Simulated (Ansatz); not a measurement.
Reaction (formal exchange of groups at a Y–F bond): `[NH2][Y]([NH2])[F]` + `CC(=O)O` → `[NH2][Y]([NH2])[OH]` + `CC(=O)F`

Program: Ansatz. Geometries: PBE0-D4/def2-TZVP. ΔE: electronic, gas phase. CCSD(T)/CBS is the MP2 limit (def2-TZVPP, def2-QZVPP) plus CCSD(T) − MP2 in def2-TZVPP, frozen cores. DFT in def2-TZVPP. B3LYP here is the variant with VWN-RPA as its local correlation; programs differ in this. Elements past krypton have def2 core potentials. For Y outer-core shells are correlated without core-valence functions, which leaves a few kJ/mol of doubt a bond. One conformer a species, not always the lowest.

`[NH2][Y]([NH2])[F]`:

Cartesian coordinates in Å:
```
N 1.386 0.832 0.954
Y -0.591 0.321 0.295
N -0.793 -1.152 -1.252
F -2.210 1.196 1.109
H 1.643 1.500 1.671
H 2.257 0.447 0.607
H -1.651 -1.498 -1.665
H -0.041 -1.645 -1.719
```

`CC(=O)O`:

```xyz
8

C    -0.481    0.823    0.118
C     0.501   -0.299    0.001
O     1.686   -0.220    0.176
O    -0.104   -1.454   -0.336
H    -1.004    0.956   -0.830
H    -1.232    0.578    0.872
H     0.040    1.737    0.391
H     0.594   -2.122   -0.391
```

`[NH2][Y]([NH2])[OH]`:

```xyz
9

N     1.829   -0.211   -0.798
Y    -0.213    0.143   -0.204
N    -0.809   -0.480    1.772
O    -1.530    1.035   -1.461
H     2.263    0.020   -1.684
H     2.554   -0.647   -0.239
H    -0.223   -0.929    2.466
H    -1.723   -0.385    2.200
H    -2.147    1.454   -2.053
```

`CC(=O)F`:

Z-matrix (Å, degrees):
```
C
C 1 1.488
H 1 1.087 2 110.0
H 1 1.092 2 109.5 3 121.6
H 1 1.092 2 109.2 3 -121.1
O 2 1.179 1 129.3 3 2.0
F 2 1.351 1 110.5 3 -178.2
```

```json
{"level": "LDA (SPW92)", "ΔE (kJ/mol)": "86.7"}
{"level": "PBE-D4", "ΔE (kJ/mol)": "87.0"}
{"level": "revPBE-D4", "ΔE (kJ/mol)": "89.6"}
{"level": "PBE0-D4", "ΔE (kJ/mol)": "87.4"}
{"level": "PBE-QIDH", "ΔE (kJ/mol)": "84.7"}
{"level": "B3LYP", "ΔE (kJ/mol)": "83.9"}
{"level": "r2SCAN0", "ΔE (kJ/mol)": "86.0"}
{"level": "HF/def2-TZVPP", "ΔE (kJ/mol)": "83.4"}
```

(1) What does CCSD(T)/CBS give? (An estimate is asked.)

(2) What do rigid-rotor, harmonic-oscillator terms from PBE0-D4/def2-TZVP frequencies (298.15 K, 1 bar) make of the CCSD(T)/CBS value? (An estimate is asked.)

Largest T1 diagnostic among the species: 0.015.

Results:

(1) Computed: +81.9 kJ/mol. The listed levels differ from it by 4.8, 5.1, 7.7, 5.5, 2.8, 2.0, 4.1, 1.5 kJ/mol.

(2) Ansatz gave: ΔZPE = -6.5 kJ/mol, ΔH = +77.1 kJ/mol, ΔS = 8 J/(mol·K), ΔG = +74.8 kJ/mol.

Leaving LDA and LC-ωPBE aside and taking each functional with its dispersion term where it has one, the values, not all of them listed here, spread over 7.7 kJ/mol, from B2PLYP to revPBE-D4. At CCSD(T), def2-SVP lies +5.6 kJ/mol from the extrapolated value and def2-TZVPP −4.3 kJ/mol.

CCSD(T)/CBS has its own doubt, a few kJ/mol and more with outer-core shells, so smaller differences from it don't rank the levels.
